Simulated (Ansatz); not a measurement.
Set up this calculation in Ansatz 0.2.0, as the native input.

| Item | Value |
| --- | --- |
| Task | single point |
| Functional | PBE |
| Potentials or basis | Ansatz PAW |
| Cutoff | 420 eV (not typed: the program's choice for these potentials) |
| k mesh | 10 × 10 × 8 |
| Occupations | fermi-dirac, width 0.05 eV |
| Spin | no spin polarisation |

The system is ZrB2.

```
CELL_PARAMETERS angstrom
3.17000 0.00000 0.00000
-1.58500 2.74530 0.00000
0.00000 0.00000 3.53300
ATOMIC_POSITIONS crystal
Zr 0.00055 0.02110 0.99126
B 0.65467 0.33004 0.49578
B 0.34214 0.66506 0.51411
```

The cell isn't the ideal one: atoms moved at random, drawn with an rms of 0.05 Å.

The input as run:

input.yaml

```yaml
crystal:
  lattice:
    - [3.17, 0.0, 0.0]
    - [-1.585, 2.74530053, 0.0]
    - [0.0, 0.0, 3.533]
  atoms:
    - { symbol: Zr, position: [0.000552, 0.021097, -0.008742] }
    - { symbol: B, position: [0.654668, 0.330041, 0.495783] }
    - { symbol: B, position: [0.342136, 0.665057, 0.514111] }
hamiltonian:
  xc: pbe
  pseudopotentials: { kind: paw }
kpoints:
  mp_grid: { grid: [10, 10, 8] }
scf:
  occupations: { method: fermi_dirac, width: 0.05 }
output:
  forces: true
  stress: true
  eigenvalues: true
  write_density: true
  write_potential: true
  elf: true
  volumetric_format: npy
```

Potentials or basis: Ansatz PAW.

Launch:

```sh
$ ansatz run input.yaml --threads 2 --pin off --max-ram 5120MiB --backend cpu --events-out ev --progress --plain --runs-dir out
```

It gave:

```json
{"Pressure": "1.8 GPa", "Largest force": "1.245 eV/Å", "Band gap on the k mesh": "none (metal or under the smearing width)"}
```

It took 10 s on 2 threads of Arm Neoverse V2, on a shared host, peak memory 0.48 GiB.
